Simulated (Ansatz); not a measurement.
Crystal: CuO.

```xyz
4
Lattice="0.1896 -2.1723 -2.0431 -2.0197 0.1063 -1.9598 2.3832 2.2858 -4.3894" Properties=species:S:1:pos:R:3 pbc="T T T"
Cu    0.1715    0.1749   -4.1029
Cu   -1.7484   -1.9559   -4.0297
O     0.4097    0.0276   -6.3425
O     0.1667    0.0172   -2.1166
```

The cell comes from a database or a generator and needn't be the stable form of this composition.

The cell isn't the ideal one: all atoms moved at random, sigma 0.1 Å a component, cell strained at random, sigma 0.1.

Base run:

* Program: Ansatz 0.2.0
* Functional: r2SCAN
* Potentials or basis: Ansatz PAW
* Cutoff: 500 eV (not typed: the program's choice for these potentials)
* k mesh: 10 × 10 × 5
* Occupations: fermi-dirac, width 0.05 eV
* Spin: no spin polarisation
* Hubbard terms: Cu d U = 8 eV

Its results: band gap on the k mesh none (metal or under the smearing width); pressure -5.6 GPa; largest force 1.619 eV/Å.

Problem. After a change of settings the same cell gave: band gap on the k mesh none (metal or under the smearing width); pressure -8.1 GPa; largest force 1.622 eV/Å. Which change was it?
A. hubbard terms from Cu d U = 8 eV to Cu d U = 3 eV
B. hubbard terms from Cu d U = 8 eV to none; hubbard projectors from ortho-atomic (the default) to none
C. hubbard terms from Cu d U = 8 eV to Cu d U = 5 eV

Solution. C.

Caveats: the run has no spin polarisation, though such a crystal can be magnetic; U without spin polarisation on a metal has little footing; the PAW data sets come from PBE, with cores solved anew for the run's functional, which leaves a small shift of forces and pressure; forces of over 1 eV/Å show positions far from the minimum, so gaps and moduli don't describe the material at rest.
